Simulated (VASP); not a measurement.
# ZrSe2 (P-3m1) in VASP: further runs

One crystal, ZrSe2, is run at these levels: PBE+D3(BJ), PBE; tasks: relaxation of cell and atoms.

All numbers are computed with VASP 6.6.1; they aren't measurements. Logs are shortened: lines on timing, memory, paths and dates and some standing lists are left out, and cuts for length are marked.

## (1) The structure

Symmetry: P-3m1, No. 164, trigonal system. Conventional cell: a = 3.798 Å, b = 3.798 Å, c = 6.192 Å, α = 90.00°, β = 90.00°, γ = 120.00°. Zr (site symmetry -3m) has 6 Se at 2.68 Å as nearest neighbours. Se (site symmetry 3m) is surrounded by 3 Zr at 2.68 Å.

## (2) Relaxation of cell and atoms, PBE+D3(BJ)

INCAR reads:

```
PREC = Accurate
ENCUT = 600
EDIFF = 1E-6
ISMEAR = 0
SIGMA = 0.03
LREAL = F
LASPH = T
NELM = 80
ALGO = Normal
ISIF = 3
LWAVE = F
LCHARG = F
GGA = PE
IVDW = 12
IBRION = 2
NSW = 90
EDIFFG = -0.01
KPAR = 4
```

KPOINTS reads:

```
Automatic mesh
0
Gamma
  9 9 5
```

POSCAR reads:

```
ZrSe2
1.0
    3.7980000000      0.0000000000      0.0000000000
   -1.8990000000      3.2891644836      0.0000000000
    0.0000000000      0.0000000000      6.1920000000
Zr Se
1 2
Direct
    0.0000000000      0.0000000000      0.0000000000
    0.3333333333      0.6666666667      0.2500000000
    0.6666666667      0.3333333333      0.7500000000
```

Potentials or basis: VASP PAW PBE potentials, release 64 (Zr_sv, Se).

Started as:

```bash
$ cat potpaw_PBE.64/Zr_sv/POTCAR potpaw_PBE.64/Se/POTCAR > POTCAR
$ mpirun -np 4 vasp_std > vasp.out
```

OUTCAR:

```text
PREC = Accurate
   ENCUT = 600
   EDIFF = 1E-6
   ISMEAR = 0
   LREAL = F
   LASPH = T
   NELM = 80
   ISIF = 3
   GGA = PE
   IVDW = 12
   IBRION = 2
   NSW = 90
   EDIFFG = -0.01
 IVDW          = 12

 ion  position               nearest neighbor table
   1  0.000  0.000  0.000-   2 2.68   3 2.68   3 2.68   2 2.68   3 2.68   2 2.68
   2  0.333  0.667  0.250-   1 2.68   1 2.68   1 2.68
   3  0.667  0.333  0.750-   1 2.68   1 2.68   1 2.68

  LATTYP: Found a hexagonal cell.
 ALAT       =     3.7980000000
 C/A-ratio  =     1.6303317536

  Lattice vectors:

 A1 = (   3.7980000000,   0.0000000000,   0.0000000000)
 A2 = (  -1.8990000000,   3.2891644836,   0.0000000000)
 A3 = (   0.0000000000,   0.0000000000,   6.1920000000)

Analysis of symmetry for initial positions (statically):
=====================================================================
 Subroutine PRICEL returns:
 Original cell was already a primitive cell.

 Routine SETGRP: Setting up the symmetry group for a
 hexagonal supercell.

 Subroutine GETGRP returns: Found 12 space group operations
 (whereof 12 operations were pure point group operations)
 out of a pool of 24 trial point group operations.

The static configuration has the point symmetry D_3d.

Analysis of symmetry for dynamics (positions and initial velocities):
=====================================================================
 Subroutine PRICEL returns:
 Original cell was already a primitive cell.

 Routine SETGRP: Setting up the symmetry group for a
 hexagonal supercell.

 Subroutine GETGRP returns: Found 12 space group operations
 (whereof 12 operations were pure point group operations)
 out of a pool of 24 trial point group operations.

The dynamic configuration has the point symmetry D_3d.

 Subroutine INISYM returns: Found 12 space group operations
 (whereof 12 operations are pure point group operations),
 and found     1 'primitive' translations

----------------------------------------------------------------------------------------

                                     Primitive cell

  volume of cell :      77.3520

  direct lattice vectors                    reciprocal lattice vectors
     3.798000000  0.000000000  0.000000000     0.263296472  0.152014289  0.000000000
    -1.899000000  3.289164484  0.000000000     0.000000000  0.304028578  0.000000000
     0.000000000  0.000000000  6.192000000     0.000000000  0.000000000  0.161498708

  length of vectors
     3.798000000  3.798000000  6.192000000     0.304028578  0.304028578  0.161498708

  position of ions in fractional coordinates (direct lattice)
[... 82 lines left out ...]
   LREAL  =      F    real-space projection
   EDIFFG = -.1E-01   stopping-criterion for IOM
   NSW    =     90    number of steps for IOM
   IBRION =      2    ionic relax: 0-MD 1-quasi-New 2-CG
   NFREE  =      1    steps in history (QN), initial steepest desc. (CG)
   ISIF   =      3    stress and relaxation
   ISYM   =      2    0-nonsym 1-usesym 2-fastsym
   POTIM  = 0.5000    time-step for ionic-motion
   TEBEG  =    0.0;   TEEND  =   0.0 temperature during run
   PSTRESS=    0.0 pullay stress
   NELECT =      24.0000    total number of electrons
   NUPDOWN=      -1.0000    fix difference up-down
   EMIN   =  10.00;   EMAX   =-10.00  energy-range for DOS
   EFERMI =   0.00;   METHOD = LEGACY
   ISMEAR =     0;   SIGMA  =   0.03  broadening in eV -4-tet -1-fermi 0-gaus
   EFERMI_NEDOS =   21; number of points for ismear=-14 and -15
   IALGO  =     38    algorithm
   IMIX   =      4    mixing-type and parameters
     AMIX     =   0.40;   BMIX     =  1.00
     AMIX_MAG =   1.60;   BMIX_MAG =  1.00
  volume/ion in A,a.u.               =      25.78       174.00
  Fermi-wavevector in a.u.,A,eV,Ry     =   1.108293  2.094371 16.712230  1.228314
  Thomas-Fermi vector in A             =   2.244819
   LORBIT       =      0    0 simple, 1 ext, 2 COOP (PROOUT), +10 PAW based schemes
   GGA     = PE    functional components
   LHFCALC =     F    Hartree Fock is set to
   AEXX    =    0.0000 exact exchange contribution
   IVDW    =    12    specifies the selected vdW correction
   LEPSILON=     F    determine dielectric tensor
   LRPA    =     F    only Hartree local field effects (RPA)
 conjugate gradient relaxation of ions
 non-spin polarized calculation
 Gauss-broadening in eV      SIGMA  =   0.03
  energy-cutoff  :      600.00
  volume of cell :       77.35
 maximum number of plane-waves:      2605
   NGX = 15   NGY = 15   NGZ = 25

--------------------------------------- Ionic step        1  -------------------------------------------

 number of electron      24.0000000 magnetization

 Free energy of the ion-electron system (eV)
  ---------------------------------------------------
  ext. energy  EPLUGINS =         0.00000000
  ---------------------------------------------------
  free energy    TOTEN  =       -19.56682681 eV

  energy without entropy =      -19.56682681  energy(sigma->0) =      -19.56682681

------------------------ aborting loop because EDIFF is reached ----------------------------------------

 Edisp (eV)   -1.14257

 E8    (eV) :    -0.5144
[... 108 lines left out ...]
  FREE ENERGIE OF THE ION-ELECTRON SYSTEM (eV)
  ---------------------------------------------------
  free  energy   TOTEN  =       -20.7294754790 eV

  energy  without entropy=      -20.7294754712  energy(sigma->0) =      -20.72947548

[... ionic steps 4 to 12 ...]

--------------------------------------- Ionic step       13  -------------------------------------------

 number of electron      23.9999999 magnetization

------------------------ aborting loop because EDIFF is reached ----------------------------------------
[... 77 lines left out ...]
--------------------------------------- Ionic step       15  -------------------------------------------

 number of electron      23.9999999 magnetization

 Free energy of the ion-electron system (eV)
  ---------------------------------------------------
  ext. energy  EPLUGINS =         0.00000000
  ---------------------------------------------------
  free energy    TOTEN  =       -19.52720312 eV

  energy without entropy =      -19.52710773  energy(sigma->0) =      -19.52715543

 E-fermi :   5.0378     XC(G=0):  -9.7871

 val. band max:        5.0250829645   @ k =   0.0000   0.0000   0.0000
 cond. band min:       5.0735545161   @ k =   0.0000   0.4444   0.4000
 fundamental gap:      0.0484715516
 Fermi energy:         5.0377706292

 k-point     1 :       0.0000    0.0000    0.0000
  band No.  band energies     occupation
      1     -44.5686      2.00000
      2     -22.6259      2.00000
      3     -22.5061      2.00000
      4     -22.5061      2.00000
      5      -8.5413      2.00000
      6      -7.1359      2.00000
[... 433 lines left out ...]
      3     -22.5938      2.00000
      4     -22.5427      2.00000
      5      -7.8199      2.00000
      6      -7.2185      2.00000
[... 8 lines left out ...]
     15       7.6971      0.00000
     16       8.5244      0.00000

 [... further k-points ...]

------------------------ aborting loop because EDIFF is reached ----------------------------------------

 Edisp (eV)   -1.21589

 E8    (eV) :    -0.5478
[... 26 lines left out ...]
  FREE ENERGIE OF THE ION-ELECTRON SYSTEM (eV)
  ---------------------------------------------------
  free  energy   TOTEN  =       -20.7430919900 eV

  energy  without entropy=      -20.7429966000  energy(sigma->0) =      -20.74304429

 reached required accuracy - stopping structural energy minimisation
```

OSZICAR:

```text
N       E                     dE             d eps       ncg     rms          rms(c)
DAV:   1     0.187374012698E+03    0.18737E+03   -0.12752E+04  1600   0.152E+03
DAV:   2    -0.102783893772E+02   -0.19765E+03   -0.19546E+03  2144   0.315E+02
[... 128 lines left out ...]
  14 F= -.20742945E+02 E0= -.20742886E+02  d E =-.815466E-04
       N       E                     dE             d eps       ncg     rms          rms(c)
DAV:   1    -0.195276093044E+02   -0.87995E-03   -0.41442E-02  1600   0.148E+00    0.131E-01
DAV:   2    -0.195272745161E+02    0.33479E-03   -0.24757E-03  1824   0.315E-01    0.627E-02
DAV:   3    -0.195272170078E+02    0.57508E-04   -0.13107E-04  2200   0.787E-02    0.299E-02
DAV:   4    -0.195272027197E+02    0.14288E-04   -0.51415E-05  2136   0.509E-02    0.740E-03
DAV:   5    -0.195272031221E+02   -0.40236E-06   -0.68029E-06  1872   0.155E-02
  15 F= -.20743092E+02 E0= -.20743044E+02  d E =-.228846E-03
```

CONTCAR:

```text
ZrSe2
   1.00000000000000
     3.7403502371151101   -0.0000000000000000    0.0000000000000000
    -1.8701751185575550    3.2392383244183018    0.0000000000000000
    -0.0000000000000000    0.0000000000000000    6.0280665134963831
  Zr              Se
     1     2
Direct
     0.0000000000000000    0.0000000000000000    0.0000000000000000
     0.3333333332999970    0.6666666667000030    0.2649979778630382
     0.6666666667000030    0.3333333332999970    0.7350020221369620

  0.00000000E+00  0.00000000E+00  0.00000000E+00
  0.00000000E+00  0.00000000E+00  0.00000000E+00
  0.00000000E+00  0.00000000E+00  0.00000000E+00
```

Wall time 4.9 min (4 MPI ranks of Intel Xeon Platinum 8488C (Sapphire Rapids), shared host); peak memory 0.27 GiB.

Results:

```yaml
Free_energy: -20.7431 eV
Relaxed_volume: 24.35 Å³/atom
Relaxed_cell: a = 3.740 Å, b = 3.740 Å, c = 6.028 Å, α = 90.00°, β = 90.00°, γ = 120.00°
Space_group_after_relaxing_to_0.05_Å: P-3m1 (No. 164)
Energy_gained_by_relaxing: 11.2 meV/atom
Ionic_steps: 15
Pressure_after_relaxing: 0.0 GPa
Band_gap_on_the_k_mesh: 0.05 eV, indirect (least direct gap 0.93 eV)
Dispersion_energy_per_atom: -0.405 eV
```

Stress tensor (GPa, compression positive):
```
-0.05  0.00  0.00
 0.00 -0.05  0.00
 0.00  0.00  0.04
```

Step by step:
```tsv
step	energy change (eV)	largest force (eV/Å)	pressure (GPa)	volume (Å³)
1	0.0000	0.3158	-0.45	77.35
2	-0.0147	0.2208	-0.25	76.54
3	-0.0201	0.1203	-0.05	75.74
4	-0.0234	0.0781	-0.26	75.51
5	-0.0293	0.0461	-0.82	74.83
6	-0.0299	0.1058	-1.05	74.51
7	-0.0311	0.0914	-0.91	74.25
8	-0.0332	0.0493	-0.45	73.48
9	-0.0312	0.0363	0.54	71.94
10	-0.0335	0.0243	-0.19	73.08
11	-0.0335	0.0227	-0.19	73.05
12	-0.0334	0.0115	-0.05	72.85
13	-0.0335	0.0212	-0.15	73.02
14	-0.0335	0.0160	-0.12	73.02
15	-0.0337	0.0013	-0.02	73.04
```

Final structure:
```cif
data_structure
_symmetry_space_group_name_H-M 'P 1'
_symmetry_Int_Tables_number 1
_cell_length_a 3.7404
_cell_length_b 3.7404
_cell_length_c 6.0281
_cell_angle_alpha 90.000
_cell_angle_beta 90.000
_cell_angle_gamma 120.000
_cell_volume 73.04
loop_
_atom_site_label
_atom_site_type_symbol
_atom_site_fract_x
_atom_site_fract_y
_atom_site_fract_z
_atom_site_occupancy
Zr1 Zr 0.00000 0.00000 0.00000 1
Se1 Se 0.33333 0.66667 0.26500 1
Se2 Se 0.66667 0.33333 0.73500 1
```

Levels at points of the mesh, in eV from the valence-band top:
```csv
k point,band 10,band 11,band 12,band 13,band 14,band 15
"(0.00, 0.00, 0.00)",-0.12,-0.12,0.00,0.93,0.93,1.22
```

Caveat: an odd mesh through Γ misses points on the zone boundary, where band edges often lie.

(Continued in part 2 of 2.)
